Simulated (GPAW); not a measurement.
Runs of GPAW 26.7.0 on SiC (Moissanite). Symmetry: P6_3mc, No. 186, hexagonal system. The conventional cell has a = 3.076 Å, b = 3.076 Å, c = 5.048 Å, α = 90.00°, β = 90.00°, γ = 120.00°. Around Si (site symmetry 3m) lie 4 C at 1.87 to 1.94 Å. C (site symmetry 3m) has 4 Si at 1.87 to 1.94 Å as nearest neighbours. 

```csv
level,potentials or basis,older calculator (legacy_gpaw),gap on the mesh (eV),pressure (GPa),largest force (eV/Å)
LDA,"the program's PAW data sets (release 1.2.1) made for this functional, pw",-,2.21,-2.8,0.75
vdW-DF2,"GPAW PAW data sets (gpaw-data 1.2.1), pw",-,2.87,-,0.79
vdW-DF-cx,"GPAW PAW data sets (gpaw-data 1.2.1), pw",-,2.25,-,0.79
revPBE,"the program's PAW data sets (release 1.2.1) made for this functional, pw",-,2.34,7.4,0.78
optB88-vdW,"GPAW PAW data sets (gpaw-data 1.2.1), pw",yes,2.48,-,0.79
r2SCAN,"GPAW PAW data sets (gpaw-data 1.2.1), pw",-,2.71,(b),0.77
PBEsol,"PAW data sets generated in the run's folder for this functional, pw",-,(a),1.5,0.76
PW91,"PAW data sets generated in the run's folder for this functional, pw",-,2.35,4.5,0.77
```

Alike in all rows: task band structure; no spin polarisation; cell as given; k mesh 9 × 9 × 5; cutoff (eV) 800; smearing fermi-dirac 0.05 eV.

**Question.** Fill in the values left out.

**Answer.** (a) 2.16; (b) 1.4.

Caveats: the PAW data sets were made with another functional, which shifts forces and pressure a little (some runs).

Runs at the PBE level aren't shown here.
